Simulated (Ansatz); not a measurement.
MgS (P6_3mc): the band gap by level of theory

All numbers come from the PAW code Ansatz. (Simulation; spin polarisation is off.)

MgS (P6_3mc) from a database structure, relaxed with r2SCAN. The symmetry is P6_3mc (No. 186, hexagonal); a = 4.029 Å, c = 6.454 Å in the conventional setting, 22.68 Å³ an atom. Mg is surrounded by 4 S at 2.45–2.46 Å; S is surrounded by 4 Mg at 2.45–2.46 Å.

Relaxed lattice by functional, symmetry kept:
```json
{"functional": "PBE", "k mesh": "6×6×4", "a (Å)": "4.055", "c (Å)": "6.491", "volume (Å³/atom)": "23.10"}
{"functional": "r2SCAN", "k mesh": "6×6×4", "a (Å)": "4.029", "c (Å)": "6.454", "volume (Å³/atom)": "22.68"}
{"functional": "PBEsol", "k mesh": "6×6×4", "a (Å)": "4.026", "c (Å)": "6.423", "volume (Å³/atom)": "22.54"}
{"functional": "LDA", "k mesh": "6×6×4", "a (Å)": "3.985", "c (Å)": "6.359", "volume (Å³/atom)": "21.86"}
```

Band edges at fixed r2SCAN geometry:
```tsv
level	k mesh	gap (eV)	kind	edges	least direct gap (eV)	rough cost
LDA	12×12×4	3.18	direct	Γ	3.18	14 core-seconds
PBE	12×12×4	3.47	direct	Γ	3.47	20 core-seconds
r2SCAN	12×12×4	4.15	direct	Γ	4.15	30 core-seconds
r2SCANh	6×6×4	4.72	direct	Γ	4.72	4 core-minutes
HSE06	6×6×4	4.53	direct	Γ	4.53	3 core-minutes
DDH-PBE0	6×6×4	5.20	direct	Γ	5.20	4 core-minutes
PBE0	6×6×4	5.21	direct	Γ	5.21	3 core-minutes
LC-ωPBE	6×6×4 alone	9.52	direct	Γ	9.52	2.4 core-minutes
G0W0@PBE (270 empty bands, 120 eV, 6×6×2)	6×6×2	5.01	–	Γ (mesh)	–	7 core-minutes
```
PBE: smearing of 0.02 eV; the others have fixed occupations.
Wave cutoffs: 420 eV, 500 eV (r2SCAN, r2SCANh).
A mesh marked alone had no extra points solved.
The G0W0 gap is PBE's gap over the path plus the quasiparticle shift read on the mesh. G0W0 here is at a finite number of bands, screening cutoff and k mesh, not at the basis limit.
Costs come from shared machines and give only the order; PBE's includes the band path. The runs had 2 threads of Arm Neoverse V1, on a shared host.

HSE06 gives a direct gap of 4.53 eV at Γ.

Taking G0W0@PBE (270 empty bands, 120 eV, 6×6×2), 5.01 eV, as the yardstick (a computed one, not at the basis limit), DDH-PBE0 comes nearest, +0.19 eV off, at about 8 times r2SCAN's cost; G0W0 itself took about 13 times r2SCAN's cost. The others: PBE0 +0.20, r2SCANh -0.29, HSE06 -0.48, r2SCAN -0.86, PBE -1.54, LDA -1.83, LC-ωPBE +4.51 eV. The yardstick's own error is a tenth of an eV or more. r2SCAN covers 64 % of the step from PBE to HSE06, while HSE06 needs about 6 times r2SCAN's cost (on a coarser mesh). All these functionals give a gap of the same kind, direct.

On the PBEsol cell (a = 4.026 Å, c = 6.423 Å), with PBEsol: The zone-centre optical frequencies run from 85 to 337 cm⁻¹, none imaginary (the rest of the zone wasn't tested). With the long-range field the highest mode reaches 426 cm⁻¹. By the program's warning the force constants, and with them frequencies and ε⁰, aren't converged on this mesh. ε∞: 4.10 along x and y, 4.22 along z. With the ions relaxed, ε⁰ is 6.5 along x and y, 7.2 along z. Born charges, averaged over directions: Mg +1.90, S -1.90 e.

The meshes of the hybrids are coarse, so their gaps aren't converged to the digits shown.
